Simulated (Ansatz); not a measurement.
# ZnS: strain and displacement

```
Zn S
1.0
     0.00000    2.70465    2.70465
     2.70465    0.00000    2.70465
     2.70465    2.70465    0.00000
Zn S
1 1
Direct
  0.00000 0.00000 0.00000
  0.75000 0.75000 0.75000
```

Atoms are numbered in the order listed.

The cell is COD entry 9000107, as deposited and not checked against the literature; nothing was relaxed.

Computed with Ansatz 0.2.0, DFT, PBEsol, all-electron PAW with datasets made for the crystal, scalar-relativistic.

Numerical set-up: a Γ-centred 8×8×8 k mesh, Fermi–Dirac smearing of 0.01 eV, cutoff 280 eV (chosen by the program for this cell), no spin polarisation.

The unchanged cell is at -2.17 GPa.

Semilocal functionals give too small gaps.

x, y and z are the Cartesian axes of the cell as listed; fractional coordinates follow a strain, and an engineering shear is twice the off-diagonal strain component.

Vzz stands for the principal value of largest size of the field-gradient tensor, whatever its axis.

With equal xy, yz and zx engineering shear strains of -3 %: energy change +11 meV/atom; stress change (xx, yy, zz, yz, xz, xy) 0.31, 0.31, 0.31, 2.13, 2.13, 2.13 GPa, compression positive; change of the force on S2 (-0.187, -0.187, -0.187) eV/Å; Vzz in 10²¹ V/m²: Zn1 0 → -1.77 (η = 0.00), S2 0 → -0.92 (η = 0.00); gap on the k mesh 1.96 → 1.86 eV.

Question: With this change (equal xy, yz and zx engineering shear strains of -1 %), what becomes of the energy and stress and forces and field gradients and gap?

Answer: Energy change +1 meV/atom; stress change (xx, yy, zz, yz, xz, xy) 0.03, 0.03, 0.03, 0.68, 0.68, 0.68 GPa, compression positive; change of the force on S2 (-0.054, -0.054, -0.054) eV/Å; Vzz in 10²¹ V/m²: Zn1 0 → -0.59 (η = 0.00), S2 0 → -0.31 (η = 0.00); gap on the k mesh 1.96 → 1.93 eV.

With equal xy, yz and zx engineering shear strains of +2 %: energy change +5 meV/atom; stress change (xx, yy, zz, yz, xz, xy) 0.13, 0.13, 0.13, -1.26, -1.26, -1.26 GPa, compression positive; change of the force on S2 (0.087, 0.087, 0.087) eV/Å; Vzz in 10²¹ V/m²: Zn1 0 → 1.16 (η = 0.00), S2 0 → 0.61 (η = 0.00); gap on the k mesh 1.96 → 1.92 eV.

Question: With this change (equal xy, yz and zx engineering shear strains of -2 %), what becomes of the energy and stress and forces and field gradients and gap?

Answer: Energy change +5 meV/atom; stress change (xx, yy, zz, yz, xz, xy) 0.13, 0.13, 0.13, 1.38, 1.38, 1.38 GPa, compression positive; change of the force on S2 (-0.116, -0.116, -0.116) eV/Å; Vzz in 10²¹ V/m²: Zn1 0 → -1.18 (η = 0.00), S2 0 → -0.61 (η = 0.00); gap on the k mesh 1.96 → 1.89 eV.

With equal xy, yz and zx engineering shear strains of +1 %: energy change +1 meV/atom; stress change (xx, yy, zz, yz, xz, xy) 0.03, 0.03, 0.03, -0.64, -0.64, -0.64 GPa, compression positive; change of the force on S2 (0.047, 0.047, 0.047) eV/Å; Vzz in 10²¹ V/m²: Zn1 0 → 0.58 (η = 0.00), S2 0 → 0.31 (η = 0.00); gap on the k mesh 1.96 → 1.94 eV.

With equal xy, yz and zx engineering shear strains of +3 %: energy change +10 meV/atom; stress change (xx, yy, zz, yz, xz, xy) 0.28, 0.28, 0.28, -1.85, -1.85, -1.85 GPa, compression positive; change of the force on S2 (0.121, 0.121, 0.121) eV/Å; Vzz in 10²¹ V/m²: Zn1 0 → 1.73 (η = 0.00), S2 0 → 0.92 (η = 0.00); gap on the k mesh 1.96 → 1.88 eV.
